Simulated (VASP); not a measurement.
**Al15N16 (a cell with a defect): single point with LDA**

The system is Al15N16 (a cell with a defect).

```
CELL_PARAMETERS angstrom
6.22000 0.00000 0.00000
-3.11000 5.38668 0.00000
0.00000 0.00000 9.96000
ATOMIC_POSITIONS crystal
Al 0.33311 0.16516 0.49920
Al 0.33927 0.66810 0.00276
Al 0.33437 0.66569 0.49956
Al 0.83060 0.15919 0.00275
Al 0.83264 0.16397 0.49947
Al 0.83030 0.66802 0.00272
Al 0.83263 0.66575 0.49945
Al 0.16345 0.33406 0.24940
Al 0.16673 0.33270 0.74890
Al 0.16328 0.82596 0.24931
Al 0.16664 0.83132 0.74895
Al 0.67102 0.33378 0.24929
Al 0.66833 0.33269 0.74875
Al 0.66618 0.83137 0.25179
Al 0.66724 0.83225 0.74848
N 0.33239 0.16450 0.21497
N 0.33383 0.16558 0.69129
N 0.33453 0.66556 0.19224
N 0.33509 0.66623 0.68825
N 0.83188 0.16297 0.19218
N 0.83329 0.16413 0.68811
N 0.83169 0.66530 0.19215
N 0.83322 0.66626 0.68817
N 0.16602 0.33227 0.44091
N 0.14996 0.34875 0.93602
N 0.16598 0.83094 0.44089
N 0.14993 0.79826 0.93611
N 0.66733 0.33216 0.44097
N 0.70086 0.34878 0.93591
N 0.66652 0.83177 0.44041
N 0.66674 0.83190 0.94032
```

```json
{
  "Program": "VASP 6.6.1",
  "Task": "single point",
  "Functional": "LDA",
  "Potentials or basis": "VASP PAW LDA potentials, release 64 (Al, N)",
  "Cutoff": "450 eV",
  "k mesh": "3 × 3 × 2",
  "Occupations": "gaussian, width 0.03 eV",
  "Spin": "collinear spin, ferromagnetic start",
  "Starting moments": "[0.0, 0.0, 0.0, 0.0, 0.0, 0.0, 0.0, 0.0, 0.0, 0.0, 0.0, 0.0, 0.0, 0.0, 0.0, 0.75, 0.0, 0.0, 0.0, 0.0, 0.0, 0.0, 0.0, 0.0, 0.75, 0.0, 0.75, 0.0, 0.75, 0.0, 0.0] μB",
  "Fixed moment": "3 μB",
  "Dq": "0",
  "Further INCAR settings": "LREAL = Auto; ALGO = Normal; EDIFF = 1e-05; ISYM = 0"
}
```

```json
{
 "Largest force": "0.176 eV/Å",
 "Net moment": "3.00 μB per cell",
 "Site moments": "Al +0.00, -0.01, -0.00; N +0.42, +0.03, +0.00, +0.02, +0.05, +0.44 μB",
 "Valence electrons inside the program's atomic spheres": "Al 0.82, 0.85, 0.83, 0.84; N 3.72, 3.81, 3.84, 3.83, 3.82, 3.71"
}
```

Forces on the atoms (eV/Å):
```
Al   0.007  0.002 -0.075
Al  -0.035 -0.012  0.012
Al  -0.007  0.013 -0.010
Al  -0.014  0.040  0.010
Al  -0.002  0.000 -0.006
Al   0.041 -0.019  0.006
Al   0.000 -0.002  0.005
Al   0.091 -0.051 -0.041
Al  -0.008  0.001  0.029
Al   0.009  0.106 -0.032
Al   0.003 -0.008  0.036
Al  -0.079 -0.051 -0.029
Al  -0.008 -0.003  0.040
Al  -0.006  0.003  0.008
Al  -0.012 -0.011  0.017
N    0.010  0.002  0.163
N    0.004 -0.004 -0.029
N   -0.009  0.002 -0.001
N    0.005  0.000 -0.004
N    0.002  0.016  0.010
N   -0.011 -0.005  0.005
N    0.015  0.006  0.009
N   -0.009 -0.005 -0.004
N   -0.016  0.013  0.048
N   -0.130  0.075 -0.082
N    0.014 -0.031  0.046
N   -0.005 -0.155 -0.083
N    0.019  0.014  0.032
N    0.129  0.075 -0.089
N   -0.003 -0.003  0.011
N    0.004 -0.010 -0.001
```

It took 3 min on 4 MPI ranks on Intel(R) Xeon(R) Platinum 8375C CPU @ 2.90GHz (Ice Lake) (shared host), peak memory 0.49 GiB a rank.

Caveat: the k mesh is coarse (spacing up to 0.39 Å⁻¹), so the values aren't converged; the total moment is fixed, so each spin has its own Fermi level.
